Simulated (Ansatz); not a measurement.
α-phase Li3N was calculated with B3LYP (VWN-RPA form) (Ansatz, a program for electronic structure, PAW).

Settings: plane-wave cutoff 460 eV, 9×9×8 k mesh (along the axes of the cell as run), Fermi–Dirac smearing 0.01 eV, scalar-relativistic PAW data made under PBE.

Computed at the level's own relaxed cell.

```
Li3N
1.0
    1.80139    -3.12010     0.00000
    1.80139     3.12010     0.00000
    0.00000     0.00000     3.84309
Li N
3 1
Direct
  0.33333   0.66667   0.00000
  0.66667   0.33333   0.00000
  0.00000   0.00000   0.50000
  0.00000   0.00000   0.00000
```

Q: List the 5 lowest band energies at Γ above −25 eV (eV, relative to the valence band maximum), grouping those that round alike.

A: At Γ: -12.48, -1.67, -0.22 (×2), 2.69.

Note: the run warned that its exchange threshold was loose for the stress.
